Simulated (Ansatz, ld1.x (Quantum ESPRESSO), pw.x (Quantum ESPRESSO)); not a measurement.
**From atom to crystal: PAW potential for molybdenum**

- Element: molybdenum (Mo)
- Generator: ld1.x (Quantum ESPRESSO) 7.5
- Type: PAW
- Functional: PBEsol
- Relativity: scalar-relativistic
- Frozen core: [Ar] 3d10
- Valence charge: 14
- Reference configuration: 4s2 4p6 4d5 5s1 5p0
- Partial waves: 4s (bound): rcut 1.60, rcutus 2.00 bohr; 5s (bound): rcut 1.60, rcutus 2.00 bohr; 4p (bound): rcut 1.65, rcutus 1.95 bohr; 5p (bound, empty): rcut 1.65, rcutus 1.95 bohr; 4d (bound): rcut 1.75, rcutus 1.95 bohr; 4d channel at 0.25 Ry: rcut 1.75, rcutus 1.95 bohr
- Local potential: all-electron potential smoothed inside 1.90 bohr (lloc = -1)
- Core correction: Bessel-smoothed model core inside 1.90 bohr
- Augmentation charge: PSQ, inside the norm-conserving radii

Atomic tests: largest excitation error: -44 meV (all-electron minus pseudo) for 4s2 4p6 4d3 5s0 5p0, out of 7 test configurations; lowest eigenvalue of the overlap operator: -21.79 (p channel); it is negative, so in a basis up to 400 Ry S is not positive definite; density cutoff estimated by the generator: 144 Ry.

Crystal test: fcc Mo in pw.x 7.5, no spin, 14³ k-points, Fermi–Dirac smearing 0.01 Ry, cutoffs 55/440 Ry. The lattice is a test structure that the element need not adopt, and mesh and smearing are coarse.

pw.x input:

```
&control
  calculation='scf', prefix='x', pseudo_dir='./', outdir='./tmp', tstress=.true., disk_io='low'
/
&system
  ibrav=0, nat=1, ntyp=1, ecutwfc=55, ecutrho=440, nbnd=15,
  occupations='smearing', smearing='fd', degauss=0.01
/
&electrons
  conv_thr=1e-09, mixing_beta=0.4, electron_maxstep=70
/
ATOMIC_SPECIES
Mo 1.0 Mo.UPF
CELL_PARAMETERS angstrom
  0.00000000 1.98094401 1.98094401
  1.98094401 0.00000000 1.98094401
  1.98094401 1.98094401 0.00000000
ATOMIC_POSITIONS crystal
Mo 0.0000 0.0000 0.0000
K_POINTS automatic
14 14 14 0 0 0
```

```bash
pw.x < Mo.scf.in > Mo.scf.out
```

How does the run end?

Failed (cdiaghg: S matrix not positive definite). The atomic test gives a lowest overlap eigenvalue of -21.79 in the p channel. The ghost test of this file was not conclusive. Its overlap operator is not positive definite. The log shows:

```
Message from routine setup:
     using ibrav=0 with symmetry is DISCOURAGED, use correct ibrav instead
     lattice parameter (alat)  =       5.2940  a.u.
     unit-cell volume          =     104.9164 (a.u.)^3
     number of electrons       =        14.00
     number of Kohn-Sham states=           15
     kinetic-energy cutoff     =      55.0000  Ry
     charge density cutoff     =     440.0000  Ry
     scf convergence threshold =      1.0E-09
     Exchange-correlation= SLA  PW   PSX  PSC
     number of k points=   104  Fermi-Dirac smearing, width (Ry)=  0.0100
     iteration #  1     ecut=    55.00 Ry     beta= 0.40
     Error in routine cdiaghg (47):
     S matrix not positive definite
```
